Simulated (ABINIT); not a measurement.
CdSe, 2 atoms in the cell. It takes space group F-43m (No. 216, cubic). The conventional cell has a = 6.141 Å, b = 6.141 Å, c = 6.141 Å, α = 90.00°, β = 90.00°, γ = 90.00°. Cd (site symmetry -43m) is surrounded by 4 Se at 2.66 Å. Se (site symmetry -43m) has 4 Cd at 2.66 Å as nearest neighbours. Measurements of this composition are mostly on another form, of space group No. 186.

| Property | Result |
| --- | --- |
| Program | ABINIT 10.8.3 (patched build) |
| Task | single point |
| Functional | PBE |
| Potentials or basis | JTH PAW PBE v2.0 |
| Cutoff | 435 eV |
| k mesh | 6 × 6 × 6 |
| Occupations | fermi-dirac, width 0.05 eV |
| Spin | spin-orbit coupling, no magnetisation |
| Fine-grid cutoff | 870.764 eV |
| Exchange and correlation inside the PAW spheres | full angular mesh (pawxcdev 0, this build's default; the released program takes 1) |

Potentials or basis: JTH PAW PBE v2.0.

Command:

```sh
$ abinit run.abi > log 2>&1
```

Hardware: 1 thread of Intel(R) Xeon(R) Platinum 8488C (Sapphire Rapids), with other jobs on the host.

How long does it take, and how much memory?

Run time: 2.2 min on 1 thread of Intel(R) Xeon(R) Platinum 8488C (Sapphire Rapids), on a shared host, peak memory 0.13 GiB. Counts: scf iterations 34, mpi ranks 1, k points 25, bands 26, plane waves 1243.
